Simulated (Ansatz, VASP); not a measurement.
## One calculation of Ti, two programs

INCAR

```
PREC = Accurate
ENCUT = 520
EDIFF = 1E-6
ISMEAR = 0
SIGMA = 0.15
LREAL = False
LASPH = True
NELM = 100
ALGO = Fast
ISIF = 2
LWAVE = False
LCHARG = False
GGA = CA
NBANDS = 12
```

The input KPOINTS:

```
regular mesh
0
Gamma
  22 22 22
```

POSCAR

```
Ti
1.0
    0.0000000000      1.9103031386      2.2923637664
    1.9103031386      0.0000000000      2.2923637664
    1.9103031386      1.9103031386      0.0000000000
Ti
1
Direct
    0.0000000000      0.0000000000      0.0000000000
```

Input for Ansatz:

```yaml
crystal:
  lattice:
    - [0.0, 1.9103031386, 2.2923637664]
    - [1.9103031386, 0.0, 2.2923637664]
    - [1.9103031386, 1.9103031386, 0.0]
  atoms:
    - { symbol: Ti, position: [0.0, 0.0, 0.0] }
basis:
  ecutwfc: 420
kpoints:
  mp_grid: { grid: [22, 22, 22] }
hamiltonian:
  xc: lda
scf:
  occupations: { method: gaussian, width: 0.15 }
output:
  forces: true
  stress: true
  eigenvalues: true
```

Alike in both runs: task single point; functional LDA; k mesh 22 × 22 × 22; occupations gaussian, width 0.15 eV; no spin polarisation.

```csv
,VASP,Ansatz
version,VASP 6.6.1,Ansatz 0.2.0
potentials or method,"VASP PAW LDA potentials, release 64 (Ti_sv)","scalar-relativistic, plane waves, PAW"
plane-wave cutoff (eV),520,420
valence electrons in the cell,12,12
```

Ansatz gave:

| Item | Value |
| --- | --- |
| gap on the k mesh at the Fermi level (eV) | none |
| pressure (GPa) | -5.5 |
| largest component of the traceless stress (GPa) | 3.05 |

**Question.** Which values does VASP return?

**Answer.** gap on the k mesh at the Fermi level (eV): none; pressure (GPa): -5.6; largest component of the traceless stress (GPa): 3.05.

A gap of «none» marks a metal or a gap that the smearing closes.
